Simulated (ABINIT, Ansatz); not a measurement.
# BeTe (F-43m): G0W0 with ABINIT, start to end, part 3 of 3

Aim: the G0W0 gap of BeTe (F-43m) on PBE, step by step.

ABINIT 10.8.3; PBE and many-body steps on it, plane waves. Known limits of the many-body steps: not at the basis limit; no spin-orbit coupling.

So far. Step 4 (Empty states on the mesh, 6×6×6 mesh, 429 bands): On this mesh the gap is 2.027 eV. Step 5 (Screening, 6×6×6 mesh, 180 bands, screening to 212.2 eV): Local fields lower ε∞ by 14 %.

## Step 6: Self-energy, 6×6×6 mesh, 180 bands, screening to 212.2 eV

The self-energy is evaluated for the states that the input lists, and the levels follow from it, in one-shot runs by the linearised quasiparticle equation.

This step: G0W0 on PBE, plane waves, norm-conserving pseudopotentials.

File run.abi:

```
acell 3*1.0 Angstrom
rprim 
  -0.000000000000 2.831458787600 2.831458787600
  2.831458787600 0.000000000000 2.831458787600
  2.831458787600 2.831458787600 0.000000000000
ntypat 2
znucl 4 52
natom 2
typat 1 2
xred 
  0.000000000000 0.000000000000 0.000000000000
  0.750000000000 0.750000000000 0.750000000000
pp_dirpath "pseudos"
pseudos "Be.upf, Te.upf"
ecut 49
ngkpt 6 6 6
nshiftk 1
shiftk 0 0 0
kptopt 1
chksymbreak 0
istwfk *1
occopt 1
irdwfk 1
optdriver 4
nband 180
gwcalctyp 0
ecutsigx 49
symsigma 1
nkptgw 2
kptgw 
  0.0000000000 0.0000000000 0.0000000000
  0.5000000000 0.5000000000 0.0000000000
bdgw 
  12 17
  13 16
ecuteps 7.8
irdscr 1
ppmodel 1
indata_prefix "in"
outdata_prefix "out"
tmpdata_prefix "tmp"
```

On the command line:

```bash
OMP_NUM_THREADS=1 mpirun -n 8 abinit run.abi > log
```

Numbers of over 12 decimals in the logs are rounded to 6 here.

The log of the run:

```text
.Version 10.8.3 of ABINIT. v10.8.2 released Aug 2026.

 Symmetries : space group F-4 3 m (#216); Bravais cF (face-center cubic)
[... echo of the input left out ...]
== DATASET  1 ==================================================================
-   mpi_nproc: 8, omp_nthreads: 1 (-1 if OMP is not activated)

--- !DatasetInfo
iteration_state: {dtset: 1, }
dimensions: {natom: 2, nkpt: 16, mband: 180, nsppol: 1, nspinor: 1, nspden: 1, mpw: 5040, }
cutoff_energies: {ecut:  49.0, pawecutdg:  -1.0, }
electrons: {nelect:   2.80000000E+01, charge:   0.00000000E+00, occopt:   1.00000000E+00, tsmear:   1.00000000E-02, }

 SIGMA: Calculation of the GW corrections

 Based on a program developped by R.W. Godby, V. Olevano, G. Onida, and L. Reining.
 Incorporated in ABINIT by V. Olevano, G.-M. Rignanese, and M. Torrent.
.Using double precision arithmetic ; gwpc =  8

[... cell and pseudopotentials left out ...]
--------------------------------------------------------------------------------

 ==== K-mesh for the wavefunctions ====
 Number of points in the irreducible wedge :    16
[... list of points left out ...]
 Together with 24 symmetry operations and time-reversal symmetry
 yields   216 points in the full Brillouin Zone.

 ==== Q-mesh for screening function ====
 Number of points in the irreducible wedge :    16
[... list of points left out ...]
 Together with 24 symmetry operations and time-reversal symmetry
 yields   216 points in the full Brillouin Zone.

 vcoul_init : cutoff-mode = AUXILIARY_FUNCTION
 q-points for optical limit:   1
     1)      0.000010    0.000020    0.000030
 setmesh: FFT mesh size selected  =    48x   48x   48
          total number of points  =       110592

 Number of electrons calculated from density =   28.0000; Expected =   28.0000
 average of density, n =  0.091390
 r_s =    1.3772
 omega_plasma =   29.1612 [eV]

 === KS Band Gaps ===
  >>>> For spin  1
   Minimum direct gap =   3.6438 [eV], located at k-point      :   0.0000  0.0000  0.0000
   Fundamental gap    =   2.0272 [eV], Top of valence bands at :   0.0000  0.0000  0.0000
                                       Bottom of conduction at :   0.5000  0.5000  0.0000
 SIGMA fundamental parameters:
 PLASMON POLE MODEL  1
 number of plane-waves for SigmaX                 5029
 number of plane-waves for SigmaC and W            331
 number of plane-waves for wavefunctions          5029
 number of bands                                   180
 number of independent spin polarizations            1
 number of spinorial components                      1
 number of k-points in IBZ                          16
 number of q-points in IBZ                          16
 number of symmetry operations                      24
 number of k-points in BZ                          216
 number of q-points in BZ                          216
 number of frequencies for dSigma/dE                 9
 frequency step for dSigma/dE [eV]                0.25
 number of omega for Sigma on real axis              0
 max omega for Sigma on real axis  [eV]           0.00
 zcut for avoiding poles [eV]                     0.10

 EPSILON^-1 parameters (SCR file):
 dimension of the eps^-1 matrix on file            331
 dimension of the eps^-1 matrix used               331
 number of plane-waves for wavefunctions          5029
 number of bands                                   180
 number of q-points in IBZ                          16
 number of frequencies                               2
 number of real frequencies                          1
 number of imag frequencies                          1

 matrix elements of self-energy operator (all in [eV])

 Perturbative Calculation

--- !SelfEnergy_ee
iteration_state: {dtset: 1, }
kpoint     : [   0.000,    0.000,    0.000, ]
spin       : 1
KS_gap     :    3.644
QP_gap     :    4.727
Delta_QP_KS:    1.083
data: !SigmaeeData |
     Band     E0 <VxcDFT>   SigX SigC(E0)      Z dSigC/dE  Sig(E)    E-E0       E
       12   5.603 -13.358 -15.092   0.681   0.804  -0.244 -14.204  -0.846   4.756
       13   5.603 -13.358 -15.092   0.681   0.804  -0.244 -14.204  -0.846   4.756
       14   5.603 -13.358 -15.092   0.681   0.804  -0.244 -14.204  -0.846   4.756
       15   9.247 -10.418  -5.939  -4.185   0.803  -0.245 -10.182   0.237   9.483
       16   9.247 -10.418  -5.939  -4.185   0.803  -0.245 -10.182   0.237   9.483
       17   9.247 -10.418  -5.939  -4.185   0.803  -0.245 -10.182   0.237   9.483

--- !SelfEnergy_ee
iteration_state: {dtset: 1, }
kpoint     : [   0.500,    0.500,    0.000, ]
spin       : 1
KS_gap     :    4.605
QP_gap     :    5.616
Delta_QP_KS:    1.010
data: !SigmaeeData |
     Band     E0 <VxcDFT>   SigX SigC(E0)      Z dSigC/dE  Sig(E)    E-E0       E
       13   3.025 -11.867 -14.660   1.515   0.790  -0.266 -12.877  -1.010   2.015
       14   3.025 -11.867 -14.660   1.515   0.790  -0.266 -12.877  -1.010   2.015
       15   7.630  -8.969  -5.172  -3.797   0.817  -0.224  -8.969   0.000   7.630
       16   8.313  -9.819  -5.887  -3.842   0.811  -0.233  -9.747   0.073   8.385

== END DATASET(S) ==============================================================
================================================================================

 -outvars: echo values of variables after computation  --------
           etotal      0.0000000000E+00
            nband         180
             nkpt          16
          spgroup         216
 [... the other variables as echoed above ...]

 Calculation completed.
```

Run time: 57 s. Hardware: 8 MPI ranks of Arm Neoverse N1, shared host; peak memory 4.1 GiB; 7.5 min of CPU time.

This step gave:

```
G0W0 gap on the points computed              : 2.874 eV
starting gap on the mesh                     : 2.027 eV
k of the valence top                         : 0, 0, 0
k of the conduction bottom                   : 0.5, 0.5, 0
Z at the valence top                         : 0.804
Z at the conduction bottom                   : 0.817
least direct G0W0 gap on the computed points : 4.727 eV
```

The gap on the mesh goes from 2.03 eV to 2.87 eV, a correction of +0.85 eV.

Limits: finite bands, cutoff and mesh; no spin-orbit coupling. v1 is the top filled band, c1 the lowest empty one. The levels before and after the correction (eV, zero at the valence-band top of each column):

```tsv
	conduction bottom	valence top
Kohn-Sham	2.03	0.00
G0W0	2.87	0.00
```

```tsv
	level	energy (eV)
Kohn-Sham	Γ v3-v1	0.000
Kohn-Sham	Γ c1-c3	3.644
Kohn-Sham	(0.5 0.5 0) v2-v1	-2.578
Kohn-Sham	(0.5 0.5 0) c1	2.027
Kohn-Sham	(0.5 0.5 0) c2	2.710
G0W0	Γ v3-v1	0.000
G0W0	Γ c1-c3	4.727
G0W0	(0.5 0.5 0) v2-v1	-2.741
G0W0	(0.5 0.5 0) c1	2.874
G0W0	(0.5 0.5 0) c2	3.629
```

## Step 7: Where the time went

Times are wall times on 8 MPI ranks of Arm Neoverse N1, shared host, good to a factor of about two.

```tsv
step	time	share	memory (GiB)
ground state	15 s	1 %	0.66
bands along the symmetry lines	20 s	1 %	0.59
empty states on the mesh	4.9 min	21 %	11
screening	17 min	72 %	4.6
self-energy	57 s	4 %	4.1
```

## Step 8: Results

```json
{"PBE gap": "2.03 eV, indirect", "G0W0 gap on the mesh": "2.87 eV", "GW settings": "6×6×6 mesh, 180 bands, screening to 212.2 eV, Godby-Needs plasmon pole", "known limits": "not at the basis limit; no spin-orbit coupling"}
```

G0W0 moves the gap on the mesh from 2.03 eV to 2.87 eV (+0.85 eV), with Z of 0.80 and 0.82 at the edges. Local fields lower the RPA ε∞ on this mesh from 8.48 to 7.33. Only 2 of the mesh's irreducible points were corrected, so a valley elsewhere could overtake. The dearest step here is «screening». Against experiment, by G0W0@PBE: the gap of 2.87 eV lies +0.07 eV from the measured 2.8 eV (indirect, quoted 1997); the gap of 2.87 eV lies +0.17 eV from the measured 2.7 eV (indirect, quoted 1997). The calculation has static nuclei and no excitons; a measured gap holds zero-point and thermal motion, which mostly lowers it. With atoms this heavy the missing spin-orbit coupling can matter too. Bands and cutoff are finite, so the gap is not at the basis limit. The miss can reach some tenths of an eV and take either sign; the mesh is an error of its own. In the G0W0 run levels were corrected at 2 k points alone, so a gap called «on the mesh» is the least over those, and an edge elsewhere would be missed.

[Paths, hosts, dates, memory and timing lines, banners, echoed tables and standing remarks are left out of the program output.]

[Logs are printed without paths, hosts, clocks, repeated set-up lines and the standing remarks that a program may print on its own settings, such as how far it seeks lower states.]

[Runs of the session that timed out or met a known fault of the program may be left out.]

[Hosts, paths, dates, database ids (printed as entryN), source tags and the programs' standing remarks are cut or masked in the printed files.]

[G0W0 gaps are taken among the corrected bands and points alone; a level outside them can change the order at an edge.]

[Where Ansatz stands beside ABINIT at settings called matched, ABINIT's density can come from a denser mesh and the files from another edition; pairs whose starting gaps differed by over 0.03 eV were left out, so agreement reads better than it is.]
